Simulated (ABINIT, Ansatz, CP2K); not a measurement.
## Cost and result for the equilibrium volume of Cd

```cif
data_structure
_symmetry_space_group_name_H-M 'P6_3/mmc'
_symmetry_Int_Tables_number 194
_cell_length_a 2.9789
_cell_length_b 2.9789
_cell_length_c 5.6177
_cell_angle_alpha 90.000
_cell_angle_beta 90.000
_cell_angle_gamma 120.000
_cell_volume 43.17
loop_
_atom_site_label
_atom_site_type_symbol
_atom_site_symmetry_multiplicity
_atom_site_Wyckoff_symbol
_atom_site_fract_x
_atom_site_fract_y
_atom_site_fract_z
_atom_site_occupancy
Cd1 Cd 2 c 0.66667 0.33333 0.75000 1
```

| rung | level | program and potentials | cutoff (eV) | k mesh | smearing | spin | core time | chip | equilibrium volume (Å³/atom) | notes |
| --- | --- | --- | --- | --- | --- | --- | --- | --- | --- | --- |
| GGA + dispersion | BLYP+D3(BJ) | Ansatz, SSSP efficiency PAW | 1361 | 10 × 10 × 5 | fermi-dirac 0.05 | off | 45 s | Arm Neoverse V1 | 21.57 | potentials made for PBE; 20 valence electrons an atom on average |
| GGA | RPBE | Ansatz, all-electron LAPW, inner shells corrected to Dirac's equation | - | 10 × 10 × 5 | gaussian 0.05 | collinear, antiferromagnetic start | 62 s | Intel Xeon 6975P-C Granite Rapids | 24.10 | - |
| GGA | PBEsol | CP2K, POTENTIAL_UZH Cd GTH-PBE-q12; TZVP-MOLOPT-PBE-GTH basis | - | 8 × 8 × 4 | fermi-dirac 0.026 | off | 7.6 min | Intel Xeon Platinum 8488C Sapphire Rapids | 20.92 | atomic basis; potentials made for PBE; 12 valence electrons an atom on average |
| GGA | PBEsol | ABINIT, JTH PAW PBE v2.0 | 599 | 8 × 8 × 4 | fermi-dirac 0.05 | off | 8.2 min | Arm Neoverse V2 | 20.72 | potentials made for PBE; 12 valence electrons an atom on average |
| LDA | LDA | CP2K, GTH_POTENTIALS Cd GTH-PADE-q12; TZVP-MOLOPT-PBE-GTH basis | - | 8 × 8 × 4 | fermi-dirac 0.05 | off | 9.4 min | Intel Xeon Platinum 8488C Sapphire Rapids | 19.81 | atomic basis; 12 valence electrons an atom on average |

Times are single runs on shared hosts and different chips, so they are rough; meshes, cutoffs and the tasks' sizes weigh on the time. Task: relaxation of cell and atoms. Smearing widths are in eV. For a metal such meshes aren't converged. Meshes differ between rows, which moves values too. Meshes are those of the run's cell of 2 atoms unless a note names another. Relaxations start from the cell shown or near it and stop with a little pressure left. Runs on faulty files, with rough fits or with known faults for this quantity aren't shown. No row holds spin-orbit coupling.

By rung: GGA + dispersion 21.57; GGA 20.72 to 24.10; LDA in atomic bases 19.81; GGA in atomic bases 20.92 (Å³/atom).
